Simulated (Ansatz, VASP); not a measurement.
Y: VASP beside Ansatz

Contents of INCAR:

```
ALGO     = Fast           # electronic algorithm
EDIFF    = 1E-6           # SCF threshold, eV
ENCUT    = 520            # plane-wave cutoff, eV
GGA      = PE             # functional
ISIF     = 2              # what is computed and relaxed
ISMEAR   = -1             # smearing method
LASPH    = True           # aspherical terms in the spheres
LCHARG   = False          # write CHGCAR
LREAL    = False          # projectors in reciprocal space
LWAVE    = False          # write WAVECAR
NBANDS   = 18             # bands
NELM     = 60             # most SCF steps
PREC     = Accurate       # precision mode
SIGMA    = 0.05           # smearing width, eV
```

KPOINTS

```
k-points
0
Gamma
  8 8 5
```

Contents of POSCAR:

```
Y
1.0
    3.6953976095      0.0000000000      0.0000000000
   -1.8476988047      3.2003082069      0.0000000000
    0.0000000000      0.0000000000      5.8060112795
Y
2
Direct
    0.6666666667      0.3333333333      0.7500000000
    0.3333333333      0.6666666667      0.2500000000
```

input.yaml

```yaml
crystal:
  lattice:
    - [3.6953976095, 0.0, 0.0]
    - [-1.8476988047, 3.2003082069, 0.0]
    - [0.0, 0.0, 5.8060112795]
  atoms:
    - { symbol: "Y", position: [0.6666666667, 0.3333333333, 0.75] }
    - { symbol: "Y", position: [0.3333333333, 0.6666666667, 0.25] }
hamiltonian:
  xc: pbe
  pseudopotentials: { kind: paw }
kpoints:
  mp_grid: { grid: [8, 8, 5] }
scf:
  occupations: { method: fermi_dirac, width: 0.05 }
output:
  forces: true
  stress: true
  eigenvalues: true
```

Alike in both runs: task single point; functional PBE; k mesh 8 × 8 × 5; occupations fermi-dirac, width 0.05 eV; no spin polarisation.

|  | VASP | Ansatz |
| --- | --- | --- |
| version | VASP 6.6.1 | Ansatz 0.2.0 |
| potentials or method | VASP PAW PBE potentials, release 64 (Y_sv) | Ansatz PAW |
| plane-wave cutoff (eV) | 520 | 420 |
| valence electrons in the cell | 22 | 22 |

```csv
,VASP,Ansatz,Ansatz less VASP
gap on the k mesh at the Fermi level (eV),none,none,-
pressure (GPa),-1.7,-1.6,+0.09
largest component of the traceless stress (GPa),0.27,0.27,+0.001
```

A gap of «none» marks a metal or a gap that the smearing closes.
